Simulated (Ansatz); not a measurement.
**C: band gap under strain**

Aim: follow the gap of diamond C through these states: no strain; +2.5 % strain along [111] alone; +1.0 % strain along z alone. The table at the end shows which levels were run.

Program: Ansatz 0.2.0. PAW datasets, plane waves. (Simulation; spin polarisation is off.)

## 1. The structure to begin with

The unstrained cell was relaxed with r2SCAN; in each strained cell the atoms were relaxed again with r2SCAN. Names of k-points are those of the unstrained zone, where strain can split equivalent points. First state: no strain.

Space group Fd-3m (No. 227), cubic; a = 3.560 Å in the conventional setting, 5.64 Å³ an atom. C has 4 C at 1.54 Å.

Structure file:

Space group Fd-3m:1 (No. 227). a = 3.560 Å, b = 3.560 Å, c = 3.560 Å, α = 90.00°, β = 90.00°, γ = 90.00°
| atom | site | symmetry | x | y | z |
| --- | --- | --- | --- | --- | --- |
| C | 8b | -43m | 0.0000 | 0.0000 | 0.5000 |

## 2. No strain: PBE

File input.yaml:

```yaml
crystal:
  lattice:
    - [0.0, 1.7801241423, 1.7801241423]
    - [1.7801241423, 0.0, 1.7801241423]
    - [1.7801241423, 1.7801241423, 0.0]
  atoms:
    - { symbol: C, position: [0.0, 0.0, 0.0] }
    - { symbol: C, position: [0.25, 0.25, 0.25] }
kpoints:
  mp_grid: { grid: [12, 12, 12] }
  band_path:
    path:
      - [0.0, 0.0, 0.0]
      - [0.5, 0.0, 0.5]
      - [0.625, 0.25, 0.625]
      - [0.375, 0.375, 0.75]
      - [0.5, 0.5, 0.5]
      - [0.5, 0.25, 0.75]
      - [0.35, 0.0, 0.35]
    npoints: 1
hamiltonian:
  xc: pbe
scf:
  occupations: { method: fermi_dirac, width: 0.02 }
  n_extra_bands: 4
output:
  forces: true
  stress: true
  eigenvalues: true
```

The runs that follow: No strain: r2SCAN; No strain: HSE06; No strain: G0W0@PBE; +2.5 % strain along [111] alone: PBE; +2.5 % strain along [111] alone: r2SCAN; +2.5 % strain along [111] alone: HSE06; +2.5 % strain along [111] alone: G0W0@PBE; +1.0 % strain along z alone: PBE; +1.0 % strain along z alone: r2SCAN; +1.0 % strain along z alone: HSE06; +1.0 % strain along z alone: G0W0@PBE.

What does the calculation give?

The runs gave:

Least gap in eV (negative: overlap), with the change from the unstrained cell in brackets. G0W0 is on its own coarse mesh.

| state | volume change (%) | PBE | r2SCAN | HSE06 | G0W0 |
| --- | --- | --- | --- | --- | --- |
| no strain | +0.0 | 4.15 | 4.37 | 5.30 | 5.47 |
| +2.5 % strain along [111] alone | +2.5 | 4.07 (-0.08) | 4.28 (-0.09) | 5.21 (-0.09) | 5.38 (-0.09) |
| +1.0 % strain along z alone | +1.0 | 4.00 (-0.15) | 4.21 (-0.16) | 5.14 (-0.16) | 5.31 (-0.16) |

In words: With HSE06, of the states in the table +1.0 % strain along z alone shifts the gap most, by -0.159 eV. PBE and HSE06 differ by 1.15 eV on the unstrained gap, and by at most 0.01 eV on its change: PBE follows the response to strain far better than the gap itself. G0W0 values are finite-basis, finite-mesh values.
